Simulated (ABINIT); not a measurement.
Runs of ABINIT 10.8.3 (patched build) on PbS (Galena). It takes space group Fm-3m (No. 225, cubic). The conventional cell has a = 5.931 Å, b = 5.931 Å, c = 5.931 Å, α = 90.00°, β = 90.00°, γ = 90.00°. Pb (site symmetry m-3m) has 6 S at 2.97 Å as nearest neighbours. S (site symmetry m-3m) has 6 Pb at 2.97 Å as nearest neighbours. 

| task | level | potentials or basis | k mesh | cutoff (eV) | fine-grid cutoff | gap on the mesh (eV) | pressure (GPa) |
| --- | --- | --- | --- | --- | --- | --- | --- |
| band structure | PBEsol | PseudoDojo NC SR PBEsol v0.4.1 standard | 8 × 8 × 8 | 762 | - | 0.26 | (b) |
| band structure | HCTH407 | JTH PAW PBE v2.0 | 8 × 8 × 8 | 544 | 1088.46 eV | 0.78 | - |
| band structure | OLYP | JTH PAW PBE v2.0 sp | 8 × 8 × 8 | 544 | 1088.46 eV | (a) | 3.3 |
| single point | LDA | JTH PAW LDA v2.0 | 10 × 10 × 10 | 544 | 1088.46 eV | 0.23 | - |
| band structure | LDA | JTH PAW LDA v2.0 | 8 × 8 × 8 | 544 | 1088.46 eV | 0.23 | - |

Alike in all rows: no spin polarisation; cell as given; smearing fermi-dirac 0.05 eV.

Task: Estimate the missing entries.

Result: (a) 0.74; (b) -0.8.

Caveats: spin-orbit coupling is left out, which as a rule narrows the gap of such compounds by several tenths of an eV; the PAW data sets were made with another functional, which shifts forces and pressure a little (some runs); this set keeps more shells in the core, which shifts pressures and gaps (some runs).

A k mesh can miss the band edges, and the runs leave out spin-orbit coupling on Pb.

The runs don't all hold the same shells in valence.

Runs at the PBE level aren't shown here.
